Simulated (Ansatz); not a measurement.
Computed with Ansatz (plane waves, PAW, 420 eV cutoff): PBEsol, scalar-relativistic, collinear spin, 12×12×6 k-mesh, Gaussian smearing of 0.05 eV. The datasets are Ansatz's generated set soft_2.

A crystal of composition XO2, relaxed at this level of theory, gives this pattern between 10° and 80°.

Cu Kα1 powder pattern (kinematic, no thermal factors).
| 2θ (°) | relative intensity |
| --- | --- |
| 18.20 | 100 |
| 36.28 | 16 |
| 36.88 | 3 |
| 40.88 | 47 |
| 52.69 | 31 |
| 65.27 | 11 |
| 68.38 | 11 |
| 69.14 | 12 |
| 77.02 | 2 |
| 77.39 | 2 |
| 78.47 | 1 |
| 79.95 | 5 |

Which lattice and cell does the pattern come from?

Trigonal, space group P-3m1 (No. 164), a = 2.857 Å, b = 2.857 Å, c = 4.871 Å, α = 90.00°, β = 90.00°, γ = 120.00°. The line positions fix the lattice at most, not the space group, and lines under 1 % of the strongest aren't listed; this is the group of the computed cell.

The calculation on XO2, where X is one element, gave:

```yaml
Band_gap: zero (metallic)
Density_of_states_at_the_Fermi_level: 0.68 states/(eV·atom)
Magnetic_state: ferromagnetic (the only order tried)
Site_spin_moments: X 1.70 μB
Spin_moment_of_the_cell: 2.00 μB
Formation_energy_from_the_elements_0_K_uncorrected: -1.79 eV/atom
```

Sites: X on 1a, O on 2d.

Which element is X?
A. V
B. Ti
C. Mn
D. Cr

D. X is Cr, so the compound is CrO2.

This is a trial structure; measured cells of the compound in the Crystallography Open Database are in space group P42/mnm.

Site moments are of spin, integrated over atomic spheres. The structure is built of weakly bound layers, and this functional has no dispersion term, so their spacing and all that hangs on it (volume, the soft elastic constants, low modes, dielectric constants) are poorly given. Compounds of this kind are often insulators, Mott or charge-transfer ones with an open 3d shell, so the metal found may come from the functional, which lacks a U or exact exchange, or from the structure. No antiparallel order was tried.
